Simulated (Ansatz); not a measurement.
Set up this calculation in Ansatz 0.2.0, as the native input.

```yaml
Task: relaxation of cell and atoms
Functional: PBEsol
Potentials_or_basis: Ansatz PAW earlier set
Cutoff: "480 eV (not typed: the program's choice for these potentials)"
k_mesh: 11 × 11 × 3
Occupations: fermi-dirac, width 0.05 eV
Spin: no spin polarisation
```

Crystal: Ag.

```
CELL_PARAMETERS angstrom
2.88620 0.00000 0.00000
-1.44310 2.49952 0.00000
0.00000 0.00000 10.00000
ATOMIC_POSITIONS crystal
Ag 0.00000 0.00000 0.50000
Ag 0.00000 0.00000 0.00000
Ag 0.66667 0.33333 0.75000
Ag 0.33333 0.66667 0.25000
```

This isn't the form of Ag at room conditions, which is fcc.

The input as run:

input.yaml

```yaml
crystal:
  lattice:
    - [2.8862, 0.0, 0.0]
    - [-1.4431, 2.4995225204, 0.0]
    - [0.0, 0.0, 10.0]
  atoms:
    - { symbol: Ag, position: [0.0, 0.0, 0.5] }
    - { symbol: Ag, position: [0.0, 0.0, 0.0] }
    - { symbol: Ag, position: [0.6666666667, 0.3333333333, 0.75] }
    - { symbol: Ag, position: [0.3333333333, 0.6666666667, 0.25] }
hamiltonian:
  xc: pbesol
  pseudopotentials: { kind: paw, source: ansatz }
kpoints:
  mp_grid: { grid: [11, 11, 3] }
scf:
  occupations: { method: fermi_dirac, width: 0.05 }
output:
  forces: true
  stress: true
  eigenvalues: true
relax:
  f_tol: 0.01
  max_steps: 40
  cell: { stress_tol: 0.05 }
```

Potentials or basis: Ansatz PAW earlier set.

Run with:

```console
$ ansatz run input.yaml --threads 2 --pin off --max-ram 5632MiB --backend cpu --events-out ev --progress --plain --runs-dir out
```

Results of the run:

The relaxed volume is 16.65 Å³/atom and the relaxed cell is a = 2.853 Å, b = 2.853 Å, c = 9.453 Å, α = 90.00°, β = 90.00°, γ = 120.00°. The space group after relaxing (to 0.05 Å) is P6_3/mmc (No. 194). The energy gained by relaxing is 39.9 meV/atom, the ionic steps are 6 and the pressure after relaxing is 0.0 GPa. The band gap on the k mesh is none (metal or under the smearing width).

Caveat: the plane-wave basis is chosen anew once the cell has moved, so the energies of steps on either side of that aren't comparable; the PAW data sets come from PBE, with cores solved anew for the run's functional, which leaves a small shift of forces and pressure.

Run time: 5.8 s on 2 threads of AMD EPYC 9R45 96-Core Processor (Zen 5) (shared host), peak memory 0.48 GiB.
